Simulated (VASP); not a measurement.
A run of VASP 6.6.1:

The input INCAR:

```
SYSTEM = V
  ALGO = Normal
  EDIFF = 1E-6
  EDIFFG = -0.02
  ENCUT = 600
  IBRION = 2
  ISIF = 3
  ISMEAR = 1
  ISPIN = 2
  LASPH = .True.
  LCHARG = .False.
  LMAXMIX = 4
  LMIXTAU = .True.
  LORBIT = 11
  LREAL = .False.
  LWAVE = .False.
  MAGMOM = 2
  METAGGA = R2SCAN
  NELM = 120
  NSW = 60
  PREC = Accurate
  SIGMA = 0.1
```

The input KPOINTS:

```
k-points
0
Gamma
  12 12 12
  0 0 0
```

POSCAR

```
V
1.0
   -1.5143500000      1.5143500000      1.5143500000
    1.5143500000     -1.5143500000      1.5143500000
    1.5143500000      1.5143500000     -1.5143500000
V
1
Direct
    0.0000000000      0.0000000000      0.0000000000
```

Potentials or basis: VASP PAW PBE potentials, release 64 (V_sv).

Run with:

```console
$ cat potpaw_PBE.64/V_sv/POTCAR > POTCAR
$ mpirun -np 1 vasp_std > vasp.out
```

Hardware: 1 thread of Intel(R) Xeon(R) Platinum 8488C (Sapphire Rapids) (shared host).

**Question.** Estimate the wall time of this run.

**Answer.** Run time: 4.1 min on 1 thread of Intel(R) Xeon(R) Platinum 8488C (Sapphire Rapids), on a shared host, peak memory 0.18 GiB. Counts: scf iterations 72, k points 72, ion steps 4.
